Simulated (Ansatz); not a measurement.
# Convergence notes, G0W0 on BN (P6_3/mmc)

A 4-atom cell of BN started from a crystallographic database, relaxed with r2SCAN+rVV10; one-shot G0W0 in Ansatz without spin-orbit coupling. The values are computed, spin-unpolarised, and not measurements.

```xyz
4
Lattice="2.5006 0.0000 0.0000 -1.2503 2.1656 0.0000 0.0000 0.0000 6.5236" Properties=species:S:1:pos:R:3 pbc="T T T"
B     0.0000    1.4437    1.6309
B     1.2503    0.7219    4.8927
N     0.0000    1.4437    4.8927
N     1.2503    0.7219    1.6309
```

Gaps are read over the mesh points alone. G0W0 here is at a finite number of bands, screening cutoff and k mesh, not at the basis limit.
```
 start       potentials      frequency model   mesh  empty bands  screening cutoff (eV)  Kohn-Sham gap (eV)  G0W0 gap (eV)        rough cost
   PBE              PAW  contour deformation  6×6×2           57                     80                4.27           5.64    9 core-seconds
   PBE              PAW  contour deformation  6×6×2          132                    140                4.27           5.78   27 core-seconds
   PBE              PAW  contour deformation  6×6×2          244                    210                4.27           5.89  100 core-seconds
 HSE06              PAW  contour deformation  6×6×2          132                    140                5.58           6.41   70 core-seconds
   LDA              PAW  contour deformation  6×6×2          132                    140                4.07           5.73   27 core-seconds
r2SCAN              PAW  contour deformation  6×6×2          132                    140                4.82           6.03   30 core-seconds
   PBE              PAW     Godby-Needs pole  6×6×2          132                    140                4.27           5.76   30 core-seconds
   PBE              PAW  contour deformation  9×9×4           57                     80                4.39           5.78   80 core-seconds
   PBE  norm-conserving  contour deformation  6×6×2          132                    140                4.26           5.79   60 core-seconds
```

Over the mesh points the PBE gap of 4.27 eV becomes a quasiparticle gap of 5.89 eV (H to M), a change of +1.62 eV. Renormalisation factors Z lie between 0.75 and 0.84.

Raising bands and cutoff together moves the gap by +0.14 eV (80 to 140 eV), then +0.11 eV (140 to 210 eV); the last step is still large, so the basis limit isn't reached. Starting from HSE06 (5.58 eV against PBE's 4.27 eV) gives 6.41 eV, +0.63 eV from G0W0@PBE at the same screening cutoff. Starting from LDA (4.07 eV against PBE's 4.27 eV) gives 5.73 eV, -0.05 eV from G0W0@PBE at the same screening cutoff. Starting from r2SCAN (4.82 eV against PBE's 4.27 eV) gives 6.03 eV, +0.25 eV from G0W0@PBE at the same screening cutoff. The Godby-Needs plasmon pole differs from contour deformation by -0.02 eV. A 9×9×4 mesh in place of 6×6×2 changes the opening over PBE by +0.02 eV (the gap on the mesh by +0.14 eV, the PBE gap by +0.12 eV). Norm-conserving potentials (wave cutoff 1240 eV against 420 eV) shift the quasiparticle gap by +0.01 eV and the PBE gap by -0.01 eV. r2SCAN runs take a wave cutoff of 500 eV.
